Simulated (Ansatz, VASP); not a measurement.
# ZnCu (ZnCu in the L11 ordering): VASP beside Ansatz, part 2 of 2

Aim: how closely do two programs agree when they are given the same cell, functional and k mesh? The cell is generated by rule, not measured, and may not be a known phase. The cell is taken from a series of runs on this material, whose earlier steps may have relaxed, scaled, displaced or heated it; both programs get it as it stands.

VASP 6.6.1 and Ansatz 0.2.0.

So far: Set-up; Ansatz: relaxation of cell and atoms, PBEsol, pair 1; VASP: relaxation of cell and atoms, PBEsol, pair 1; Differences.

The structure was built from a prototype and need not be the compound's stable phase.

## Step 5: Ansatz: relaxation of cell and atoms, PBEsol, pair 2

Level of this step: Ansatz beside VASP: Kohn-Sham DFT, plane waves, PBEsol (Ansatz).

The relaxed volume is the usual yardstick between codes: in a stiff, nearly cubic crystal its relative difference is about their pressure difference at one cell divided by the bulk modulus.

The cell is taken from a series of runs on this material, whose earlier steps may have relaxed, scaled, displaced or heated it; both programs get it as it stands.

The input, input.yaml:

```yaml
crystal:
  lattice:
    - [3.632926475, 1.7784542892, 1.7784542892]
    - [1.7784542892, 3.632926475, 1.7784542892]
    - [1.7784542892, 1.7784542892, 3.632926475]
  atoms:
    - { symbol: Cu, position: [0.0, 0.0, 0.0] }
    - { symbol: Zn, position: [0.5, 0.5, 0.5] }
kpoints:
  mp_grid: { grid: [15, 15, 15] }
hamiltonian:
  xc: pbesol
scf:
  occupations: { method: gaussian, width: 0.1 }
output:
  forces: true
  stress: true
  eigenvalues: true
relax:
  adjacent_minimum: "off"
  f_tol: 0.005
  max_steps: 80
  cell: { stress_tol: 0.05 }
```

Launch:

```bash
$ ansatz run input.yaml --threads 4 --pin off --max-ram 8192MiB --backend cpu --events-out ev --progress --plain --runs-dir out
```

Numbers of over 12 decimals in the logs are rounded to 6 here.

Log:

```text
[...]
Crystal: 2 atoms, lattice volume = 24.726 Å³
Basis set: ecut = 420 eV, 499 PW (Γ), FFT grids on a1−a3, a2−a3, a3, exchange–correlation on 36×36×60 points (8 copies of the dense FFT grid, shifted against one another)
Bands: 20, of which v1, the nominal top of the filled ones, is band 16 counted from 1 (15 counted from 0)
Symmetry: 12 space group operations
[...]
k-point 343: bands = [... 12 lower, 11.7737, 11.8489, 12.3920, 12.3945, 25.6979, 26.3879, 31.2787, 32.4804]
--- Relaxed structure (3 steps of the walk, 3 accepted, 1 SCFs on fresh bases) ---
[...]
cell:  # Å, volume = 24.7219 Å³
    - [3.634188, 1.780595, 1.780595]
    - [1.780595, 3.634188, 1.780595]
    - [1.780595, 1.780595, 3.634188]
  atoms:
    - { symbol: Cu, position: [0, 0, 0] }
    - { symbol: Zn, position: [0.500000, 0.500000, 0.500000] }
[key lines of the parts left out:]
SCF converged after 7 iterations
Free energy (F): -9869.815540 eV
Fermi energy:    14.979556 eV
P = ⅓ Tr σ = -0.0056 GPa (-0.056 kbar)
```

## Step 6: VASP: relaxation of cell and atoms, PBEsol, pair 2

The same cell, functional, mesh and smearing now go to VASP, with its own data sets.

The input, INCAR:

```
SYSTEM = ZnCu
PREC = Accurate
ENCUT = 600
EDIFF = 1E-07
NELM = 120
ISMEAR = 0
SIGMA = 0.1
LREAL = .FALSE.
ALGO = Normal
GGA = PS
NBANDS = 17
LASPH = .TRUE.
LORBIT = 11
LWAVE = .FALSE.
LCHARG = .FALSE.
ISIF = 3
IBRION = 2
NSW = 80
EDIFFG = -0.005
GGA_COMPAT = .FALSE.
NELMIN = 4
KPAR = 2
```

The input, POSCAR:

```
ZnCu
1.0
    3.6329260000      1.7784540000      1.7784540000
    1.7784540000      3.6329260000      1.7784540000
    1.7784540000      1.7784540000      3.6329260000
Cu Zn
1 1
Direct
    0.0000000000      0.0000000000      0.0000000000
    0.5000000000      0.5000000000      0.5000000000
```

The input, KPOINTS:

```
Automatic mesh
0
Gamma
15 15 15
0 0 0
```

The projector-augmented-wave data sets are Cu and Zn (PBE family, release 64).

Launch:

```bash
$ mpirun -np 2 vasp_std
```

Log:

```text
[banner, memory and clock lines left out]
running    2 mpi-ranks, on    1 nodes
[...]
[... a notice as in an earlier step ...]

 LDA part: xc-table for (Slater+PW92), standard interpolation
 POSCAR, INCAR and KPOINTS ok, starting setup
[...]
entering main loop
       N       E                     dE             d eps       ncg     rms          rms(c)
DAV:   1     0.116139110517E+03    0.11614E+03   -0.12500E+04 12416   0.251E+03
DAV:   2    -0.313562197198E+01   -0.11927E+03   -0.11479E+03 11770   0.321E+02
DAV:   3    -0.733417939141E+01   -0.41986E+01   -0.41709E+01 13810   0.778E+01
DAV:   4    -0.736519284943E+01   -0.31013E-01   -0.31004E-01 13811   0.602E+00
[...]
DAV:  12    -0.602715924126E+01   -0.32620E-06   -0.14671E-05 14659   0.888E-02    0.815E-03
DAV:  13    -0.602715802724E+01    0.12140E-05   -0.51571E-06 15170   0.576E-02    0.135E-03
DAV:  14    -0.602715804272E+01   -0.15481E-07   -0.13390E-07  7510   0.697E-03
   1 F= -.60271580E+01 E0= -.60259897E+01  d E =-.602716E+01
[...]
DAV:   8    -0.602740753988E+01   -0.48854E-07   -0.10800E-07  7261   0.541E-03
   2 F= -.60274075E+01 E0= -.60262327E+01  d E =-.249497E-03
 trial-energy change:   -0.000249  1 .order   -0.000253   -0.000825    0.000319
 step:   0.7175(harm=  0.7210)  dis= 0.00000  next Energy=    -6.027453 (dE=-0.295E-03)
[...]
N       E                     dE             d eps       ncg     rms          rms(c)
DAV:   1    -0.602938805922E+01   -0.19806E-02   -0.23381E-02 11899   0.349E+00    0.348E-01
DAV:   2    -0.602830609617E+01    0.10820E-02   -0.16097E-02 12012   0.299E+00    0.182E-01
DAV:   3    -0.602757782775E+01    0.72827E-03   -0.47570E-03 12550   0.181E+00    0.922E-02
DAV:   4    -0.602748456817E+01    0.93260E-04   -0.20348E-04 17417   0.359E-01    0.371E-02
DAV:   5    -0.602745805280E+01    0.26515E-04   -0.16793E-05 19205   0.689E-02    0.222E-03
DAV:   6    -0.602745795013E+01    0.10266E-06   -0.77621E-07 14917   0.120E-02    0.110E-03
DAV:   7    -0.602745773889E+01    0.21124E-06   -0.18034E-08  6597   0.282E-03    0.119E-04
DAV:   8    -0.602745772924E+01    0.96475E-08   -0.12725E-08  6109   0.192E-03
   3 F= -.60274577E+01 E0= -.60262849E+01  d E =-.299687E-03
[...]
reached required accuracy - stopping structural energy minimisation
```

Parts of OUTCAR (step 6):

```text
  Total       -0.0029629     -0.0029629     -0.0029629      0.0073126      0.0073126      0.0073126
  in kB       -0.1909566     -0.1909566     -0.1909566      0.4712900      0.4712900      0.4712900
  external PRESSURE =      -0.1909566 kB  Pullay stress =       0.0000000 kB

 POSITION                                       TOTAL-FORCE (eV/Angst)
 -----------------------------------------------------------------------------------
      0.00000      0.00000      0.00000         0.000000      0.000000      0.000000
      3.60364      3.60364      3.60364        -0.000000     -0.000000     -0.000000
 -----------------------------------------------------------------------------------
    total drift:                                0.000000      0.000000      0.000000

  FREE ENERGIE OF THE ION-ELECTRON SYSTEM (eV)
  ---------------------------------------------------
  free  energy   TOTEN  =        -6.0274577292 eV

  energy  without entropy=       -6.0251119964  energy(sigma->0) =       -6.02628486

[... 2 parts as in an earlier step ...]

[... 2 further parts left out ...]
[key lines of the parts left out:]
E-fermi :   5.6591
```

## Step 7: Side by side

What differs besides the data sets and the points named for the pairs above, as far as they apply: the data sets hold 31 valence electrons in Ansatz (on its default PAW (the set named soft_2) files) and 23 in VASP. Total energies have different zeros and are not compared.

Compared:

```tsv
quantity	Ansatz	VASP	difference
volume (Å³)	24.72	24.86	-0.55 %
edge a after relaxation, in the typed setting (Å)	4.421	4.429	-0.17 %
```

## Step 8: Ansatz: zone-centre phonons, PBEsol

Second derivatives magnify differences that forces hide, and they need a tight electronic threshold.

The cell is taken from a series of runs on this material, whose earlier steps may have relaxed, scaled, displaced or heated it; both programs get it as it stands.

The input, input.yaml:

```yaml
crystal:
  lattice:
    - [3.6342238075, 1.7807010486, 1.7807010486]
    - [1.7807010486, 3.6342238075, 1.7807010486]
    - [1.7807010486, 1.7807010486, 3.6342238075]
  atoms:
    - { symbol: Cu, position: [0.0, 0.0, 0.0] }
    - { symbol: Zn, position: [0.5, 0.5, 0.5] }
kpoints:
  mp_grid: { grid: [8, 8, 8] }
hamiltonian:
  xc: pbesol
scf:
  occupations: { method: methfessel_paxton, width: 0.2 }
output:
  eigenvalues: true
phonons:
  method: dfpt
  qmesh: [2, 2, 2]
  temperatures: { t_max: 1000, t_step: 50 }
  qpath:
    path:
      - [[0.0, 0.0, 0.0], [0.5, 0.5, 0.5], [0.81121576, 0.18878424, 0.5]]
      - [[0.5, -0.18878424, 0.18878424], [0.5, 0.0, 0.0], [0.0, 0.0, 0.0], [0.34439212, -0.34439212, 0.0]]
      - [[0.65560788, 0.0, 0.34439212], [0.5, 0.0, 0.5], [0.0, 0.0, 0.0]]
    npoints: 10
```

Launch:

```bash
$ ansatz run input.yaml --threads 4 --pin off --max-ram 8192MiB --backend cpu --events-out ev --progress --plain --runs-dir out
```

Log:

```text
[...]
Crystal: 2 atoms, lattice volume = 24.721 Å³
Basis set: ecut = 420 eV, 499 PW (Γ), exchange–correlation on 60×60×60 points (8 copies of the dense FFT grid, shifted against one another)
Bands: 20, of which v1, the nominal top of the filled ones, is band 16 counted from 1 (15 counted from 0)
Symmetry: 12 space group operations
k-points: 65 of 512
[...]
largest difference from the sums on the solved wave vectors: F 6.88e-2 eV, S 1.01e-4 and C_V 3.23e-5 eV/K
  zero-point energy: 0.057358 eV/cell   skipped modes (ω ≤ 0): 3   left out of the sums: 2.28e-5 of the cell's modes: C_V's classical limit lies that fraction below 3 k_B per atom; for a crystal, a wire or a layer, F and S can be off by more, and a phonons.interpolated_qmesh denser along its periods is the remedy for the sampling
[key lines of the parts left out:]
SCF converged after 8 iterations
Free energy (F): -9869.790234 eV
Fermi energy:    15.026601 eV
```

## Step 9: VASP: zone-centre phonons, PBEsol

The same cell, functional, mesh and smearing now go to VASP, with its own data sets.

The input, INCAR:

```
SYSTEM = ZnCu
PREC = Accurate
ENCUT = 600
EDIFF = 1E-08
NELM = 120
ISMEAR = 1
SIGMA = 0.2
LREAL = .FALSE.
ALGO = Normal
GGA = PS
NBANDS = 17
LASPH = .TRUE.
LORBIT = 11
LWAVE = .FALSE.
LCHARG = .FALSE.
ISIF = 2
IBRION = 8
GGA_COMPAT = .FALSE.
KPAR = 2
```

The input, POSCAR:

```
ZnCu
1.0
    3.6342238075      1.7807010486      1.7807010486
    1.7807010486      3.6342238075      1.7807010486
    1.7807010486      1.7807010486      3.6342238075
Cu Zn
1 1
Direct
    0.0000000000      0.0000000000      0.0000000000
    0.5000000000      0.5000000000      0.5000000000
```

The input, KPOINTS:

```
Automatic mesh
0
Gamma
8 8 8
0 0 0
```

Launch:

```bash
$ mpirun -np 2 vasp_std
```

Log:

```text
[... set-up lines as in an earlier step ...]
 entering main loop
       N       E                     dE             d eps       ncg     rms          rms(c)
DAV:   1     0.116337045992E+03    0.11634E+03   -0.12529E+04  2346   0.247E+03
DAV:   2    -0.293446207326E+01   -0.11927E+03   -0.11452E+03  2219   0.323E+02
DAV:   3    -0.731929873366E+01   -0.43848E+01   -0.43590E+01  2692   0.789E+01
DAV:   4    -0.735102557235E+01   -0.31727E-01   -0.31715E-01  2562   0.604E+00
[...]
DAV:  13    -0.600081772663E+01    0.11843E-05   -0.48027E-06  2865   0.553E-02    0.124E-03
DAV:  14    -0.600081773798E+01   -0.11345E-07   -0.14588E-07  3275   0.664E-03    0.315E-04
DAV:  15    -0.600081772857E+01    0.94046E-08   -0.40179E-09  1296   0.133E-03
   1 F= -.60008177E+01 E0= -.60006857E+01  d E =-.396204E-03
 Linear response reoptimize wavefunctions to high precision
DAV:   1    -0.600081773225E+01   -0.36780E-08   -0.14966E-09  1544   0.641E-04
DAV:   2    -0.600081773232E+01   -0.76398E-10   -0.58564E-10  1215   0.318E-04
 Linear response DOF=           2
 Linear response progress:
[...]
RMM:  12    -0.238529772372E+00   -0.23041E-07   -0.51392E-09  8970   0.944E-05    0.179E-06
RMM:  13    -0.238529809942E+00   -0.37570E-07   -0.52177E-09  8844   0.771E-05    0.768E-07
RMM:  14    -0.238529809315E+00    0.62676E-09   -0.53246E-09  8216   0.753E-05    0.550E-07
 first order change of Fermi-energy   0.18924E-04
 force on displaced ion       1 direction 1 :  -3.527  -1.769  -1.769
 Linear response progress:
  Degree of freedom:   2/  2
       N       E                     dE             d eps       ncg     rms          rms(c)
RMM:   1    -0.205652942029E+00   -0.20565E+00    0.29805E-02  7116   0.260E+00
RMM:   2    -0.205934798043E+00   -0.28186E-03   -0.81859E-03  7298   0.983E-01    0.486E-02
RMM:   3    -0.206060357001E+00   -0.12556E-03   -0.26453E-03  8461   0.343E-01    0.312E-02
RMM:   4    -0.205823083670E+00    0.23727E-03   -0.57487E-05  8762   0.739E-02    0.117E-02
[...]
RMM:  12    -0.205743536248E+00    0.11863E-07   -0.37203E-09  8777   0.800E-05    0.171E-06
RMM:  13    -0.205743509015E+00    0.27233E-07   -0.39838E-09  9192   0.728E-05    0.698E-07
RMM:  14    -0.205743510687E+00   -0.16723E-08   -0.39948E-09  8232   0.706E-05    0.162E-07
 first order change of Fermi-energy  -0.44251E-04
 force on displaced ion       2 direction 1 :  -3.516  -1.759  -1.759
 Linear response finished
```

From OUTCAR (step 9):

```text
  Total        0.0710010      0.0710010      0.0710010     -0.0041724     -0.0041724     -0.0041724
  in kB        4.6016165      4.6016165      4.6016165     -0.2704131     -0.2704131     -0.2704131
  external PRESSURE =       4.6016165 kB  Pullay stress =       0.0000000 kB

 POSITION                                       TOTAL-FORCE (eV/Angst)
 -----------------------------------------------------------------------------------
      0.00000      0.00000      0.00000        -0.000000     -0.000000     -0.000000
      3.59781      3.59781      3.59781         0.000000      0.000000      0.000000
 -----------------------------------------------------------------------------------
    total drift:                                0.000000      0.000000      0.000000

[... 2 further parts left out ...]
```

The k-mesh is coarse for a metal.

## Step 10: Side by side

What differs besides the data sets and the points named for the pairs above, as far as they apply: VASP's run holds the zone centre alone; the data sets hold 31 valence electrons in Ansatz (on its default PAW (the set named soft_2) files) and 23 in VASP. Total energies have different zeros and are not compared.

Compared:

```tsv
quantity	Ansatz	VASP	difference
optical mode 1 to 2 (cm⁻¹)	121.8	121.8	+0.05 %
optical mode 3 (cm⁻¹)	241.7	243.9	-0.91 %
```

Modes are paired by rising frequency, not by their patterns, so a pair may set unlike modes beside each other; they are those without the splitting of longitudinal modes.

## Step 11: What came out

* difference in volume (relaxation of cell and atoms, PBEsol, pair 1): -0.54 %
* difference in volume (relaxation of cell and atoms, PBEsol, pair 2): -0.55 %
* r.m.s. difference of the optical zone-centre modes, each program's sorted by frequency (zone-centre phonons, PBEsol): 1.3 cm⁻¹
* difference in optical mode 3 (zone-centre phonons, PBEsol): -0.9 %

**Reading.** The difference in volume is -0.55 % (relaxation of cell and atoms, PBEsol, pair 2), within the 1.2 % picked in this series as the mark of a large difference, as far as the stopping tolerances let one tell. The data sets hold unlike numbers of valence electrons (31 in Ansatz and 23 in VASP), so part of the differences comes from the potentials. Among the rows given in per cent, the largest difference of the zone-centre phonons, PBEsol pair is in optical mode 3, -0.9 %. 1 further run of this series is not shown here. How closely two codes agree says nothing of how well the functional describes the real material.

[Lines on the potential files, build, host, timing and source positions are cut from VASP's logs without a mark.]

[Logs are printed without paths, hosts, clocks, repeated set-up lines and the standing remarks that a program may print on its own settings, such as how far it seeks lower states.]

[Hosts, paths, dates, database ids (printed as entryN), source tags and the programs' standing remarks are cut or masked in the printed files.]
